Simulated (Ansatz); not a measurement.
This session for a convergence test of the plane-wave cutoff of Bi2Te3, space group R3m with the Ansatz DFT code, driven from Python holds a mistake.

The script reads `bi2te3.cif`:
```cif
data_Bi2Te3
_cell_length_a 10.268373
_cell_length_b 10.268373
_cell_length_c 10.268373
_cell_angle_alpha 24.84020
_cell_angle_beta 24.84020
_cell_angle_gamma 24.84020
_symmetry_space_group_name_H-M 'P 1'
_symmetry_Int_Tables_number 1
loop_
_symmetry_equiv_pos_as_xyz
'x, y, z'
loop_
_atom_site_label
_atom_site_type_symbol
_atom_site_fract_x
_atom_site_fract_y
_atom_site_fract_z
Bi1 Bi    0.188000    0.188000    0.188000
Bi2 Bi    0.598000    0.598000    0.598000
Te3 Te    0.389000    0.389000    0.389000
Te4 Te    0.800000    0.800000    0.800000
Te5 Te    0.000000    0.000000    0.000000
```

At the Python prompt:
```pycon
>>> import ansatz as az
>>> from ase.io import read
>>> from tabulate import tabulate
>>> atoms = read("bi2te3.cif")
>>> crystal = az.Crystal.from_ase(atoms)
>>> crystal.resolved().sites[-1]
Site(symbol='Te', position=(0.0, 0.0, 0.0), moment=None, axis=None, held=None, saved=None)
>>> base = (
...     crystal.calculation()
...     .functional("pbesol", dispersion="d3bjatm")
...     .kpoints(6, 6, 6)
...     .occupations("fixed")
...     .band_table()
... )
>>> rows = []
>>> for value in [300, 375, 450, 525, 600]:
...     data = base.basis(value).run(threads=1).report
...     rows.append((value, data["free_energy_ev"] / len(data["lattice"]["sites"]), data["n_iterations"], data["gap_by_band_count_ev"], data["n_pw"]))
...
DeckWarning: basis.ecutwfc = 300 eV is below the records' recommended 420 eV, and the density's cutoff is lower with it unless basis.ecutrho_ratio is high enough to keep the records' density cutoff: compare with a run at a higher cutoff
RunWarning: iter 1: σ=0 fill of 39 bands saw a band overlap (occupied 9.3827 eV > unoccupied 9.3028 eV) — on an unconverged iterate often a transient of an unconverged empty band; one that stands at the close is told there (band_overlap_at_count); if the run fails to converge, the spectrum is likely genuinely metallic at σ=0 — use a smearing of finite width or the tetrahedron method (which not [...]
RunWarning: the bands overlap at the fill by count (39 filled at each k-point of a channel): the highest filled level, 9.395829 eV at k-index 10, stands 0.1241 eV over the lowest empty one, 9.271701 eV at k-index 3, so that a fill of the lowest levels lies lower and no gap is reported. A metal, or a carrier in a host's bands, wants a smearing of finite width or the tetrahedron method [...]
DeckWarning: basis.ecutwfc = 375 eV is below the records' recommended 420 eV, and the density's cutoff is lower with it unless basis.ecutrho_ratio is high enough to keep the records' density cutoff: compare with a run at a higher cutoff
>>> print(tabulate(rows, headers=["cutoff (eV)", "F/atom (eV)", "iterations", "gap by band count (eV)", "plane waves"], floatfmt=".4f", tablefmt="plain"))
  cutoff (eV)    F/atom (eV)    iterations    gap by band count (eV)    plane waves
          300     -9038.0034             8                   -0.1241           1979
          375     -9038.0720             8                   -0.1238           2743
          450     -9038.0734             8                   -0.1238           3659
          525     -9038.0739             8                   -0.1238           4633
          600     -9038.0740             8                   -0.1238           5595
>>> for row in rows[:-1]:
...     shift = 1000 * (row[1] - rows[-1][1])
...     print(f"{row[0]}: {shift:+.2f} meV/atom" + ("  (within 2 meV)" if abs(shift) < 2 else ""))
...
300: +70.58 meV/atom
375: +2.02 meV/atom
450: +0.62 meV/atom  (within 2 meV)
525: +0.11 meV/atom  (within 2 meV)
```

No error stopped it. What is wrong with the input all the same?

The fault: fixed occupations, though the bands overlap at this level of theory. Mended:

```diff
--- before
+++ after
@@
     .kpoints(6, 6, 6)
-    .occupations("fixed")
-    .band_table()
+    .occupations("fermi_dirac", width=0.05)
 )
@@
     data = base.basis(value).run(threads=1).report
-    rows.append((value, data["free_energy_ev"] / len(data["lattice"]["sites"]), data["n_iterations"], data["gap_by_band_count_ev"], data["n_pw"]))
+    rows.append((value, data["free_energy_ev"] / len(data["lattice"]["sites"]), data["n_iterations"], data["n_pw"]))
 
-print(tabulate(rows, headers=["cutoff (eV)", "F/atom (eV)", "iterations", "gap by band count (eV)", "plane waves"], floatfmt=".4f", tablefmt="plain"))
+print(tabulate(rows, headers=["cutoff (eV)", "F/atom (eV)", "iterations", "plane waves"], floatfmt=".4f", tablefmt="plain"))
```

Typed at the interpreter:
```pycon
[earlier lines as before]
>>> base = (
...     crystal.calculation()
...     .functional("pbesol", dispersion="d3bjatm")
...     .kpoints(6, 6, 6)
...     .occupations("fermi_dirac", width=0.05)
... )
>>> rows = []
>>> for value in [300, 375, 450, 525, 600]:
...     data = base.basis(value).run(threads=1).report
...     rows.append((value, data["free_energy_ev"] / len(data["lattice"]["sites"]), data["n_iterations"], data["n_pw"]))
...
DeckWarning: basis.ecutwfc = 300 eV is below the records' recommended 420 eV, and the density's cutoff is lower with it unless basis.ecutrho_ratio is high enough to keep the records' density cutoff: compare with a run at a higher cutoff
DeckWarning: basis.ecutwfc = 375 eV is below the records' recommended 420 eV, and the density's cutoff is lower with it unless basis.ecutrho_ratio is high enough to keep the records' density cutoff: compare with a run at a higher cutoff
>>> print(tabulate(rows, headers=["cutoff (eV)", "F/atom (eV)", "iterations", "plane waves"], floatfmt=".4f", tablefmt="plain"))
  cutoff (eV)    F/atom (eV)    iterations    plane waves
          300     -9038.0059             9           1979
          375     -9038.0744             9           2743
          450     -9038.0758             8           3659
          525     -9038.0763             8           4633
          600     -9038.0764             9           5595
>>> for row in rows[:-1]:
...     shift = 1000 * (row[1] - rows[-1][1])
...     print(f"{row[0]}: {shift:+.2f} meV/atom" + ("  (within 2 meV)" if abs(shift) < 2 else ""))
...
300: +70.57 meV/atom
375: +2.02 meV/atom
450: +0.62 meV/atom  (within 2 meV)
525: +0.11 meV/atom  (within 2 meV)
```

Dispersion corrections can be off by several per cent in the lattices of metals, and by several GPa in the pressure at a fixed cell. The mesh is modest for a metal, so energies can be off by several to tens of meV an atom and pressures by half a GPa or more; differences at equal mesh fare better. Spin-orbit coupling, which matters for elements this heavy, is left out. The structure is a deposited one; some such entries were measured under pressure or heat, so a shift against it needn't be the functional's error alone. Warnings are shown shortened and without file and line. Shifts are counted from the last row, which is itself no proven limit. Wall time of the script: 75 s on 1 thread of Arm Neoverse V2, with other jobs on the host, peak memory 0.7 GiB.
